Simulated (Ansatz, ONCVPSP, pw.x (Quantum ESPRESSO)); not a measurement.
## Equation-of-state test of one ONCV potential (La)

```json
{
 "Element": "lanthanum (La)",
 "Generator": "ONCVPSP 4.0.1.1 (patched build)",
 "Type": "optimised norm-conserving Vanderbilt (ONCV)",
 "Functional": "PBE",
 "Relativity": "scalar-relativistic",
 "Frozen core": "[Kr] 4d10",
 "Valence charge": "11",
 "Reference configuration": "5s2 5p6 5d1 6s2",
 "Partial waves": "5s+6s: rc 2.55 bohr, ncon 4, nbas 7, qcut 4.2 1/bohr, 2 projectors; 5p: rc 2.00 bohr, ncon 3, nbas 8, qcut 4.2 1/bohr, 2 projectors, debl 3.2 Ha; 5d: rc 3.00 bohr, ncon 3, nbas 8, qcut 4.6 1/bohr, 2 projectors, debl 2.9 Ha; f scattering state at 0.31 Ha: rc 2.40 bohr, ncon 5, nbas 8, qcut 4.6 1/bohr, 2 projectors, debl 1.15 Ha",
 "Local potential": "polynomial inside 1.55 bohr (lpopt 5, dvloc0 6 Ha)",
 "Core correction": "polynomial model core, fcfact 0.35"
}
```

In the f channel the program set the typed energies aside and used -0.160, 0.990 Ha.

Atomic tests: cutoffs needed: 8.3 Ha and 51 Ha (the cutoffs (Ha) at which the residual kinetic energy of the hardest occupied pseudo-wave falls to 1 and 0.1 mHa per electron) The cutoffs count occupied waves only; projector 2 of the f channel, the hardest unoccupied one, needs 50 Ha at the loose tolerance.; ghost test: no bound ghost flagged; no localised positive-energy state flagged; largest excitation error: -8.7 meV (all-electron minus pseudo) for 5s2 5p6 5d1 6s0, out of 4 test configurations.

Crystal test: sc La in pw.x 7.5, no spin, 10³ k-points, Fermi–Dirac smearing 0.01 Ry, cutoffs 120/480 Ry. The reference is all-electron LAPW (Ansatz 0.2.0) with the same functional, mesh and smearing; V0 and B0 come from Birch–Murnaghan fits to the pressures at five volumes. Errors are pseudo minus all-electron; Δ is the rms difference of the E(V) curves that follow from these fits, minima aligned, over ±6 % about the mean V0. Mesh and smearing are coarse, so the numbers serve the comparison and aren't converged zero-temperature values; the lattice is a test structure that the element need not adopt.

All-electron: a0 = 3.331 Å (V0 = 36.94 Å³/atom), B0 = 22.3 GPa.

How far does the potential miss the all-electron equation of state?

mean pressure error (GPa): -0.23; a0 (Å): 3.319; a0 error (%): -0.34; B0 error (%): -1.5; Δ (meV/atom): 1.9.

```
V (Å³/atom)  P all-electron (GPa)  P pseudo (GPa)
     35.159                  1.20            0.92
     36.084                  0.55            0.30
     37.009                 -0.04           -0.26
     37.934                 -0.56           -0.76
     38.859                 -1.03           -1.21
```

At the middle volume, how do free energy and pressure move when the wave cutoff is lowered (ecutrho kept at four times it)?

```tsv
cutoff (Ry)	shift of F (meV/atom)	shift of P (GPa)
54	+142.8	+1.08
72	+94.4	-0.53
96	+16.3	-0.16
```

The run at the middle volume (56 k-points, 8 iterations) took about 2.7 min on one core of a shared host (Neoverse-N1, 64 threads, 124 GiB, load 51).
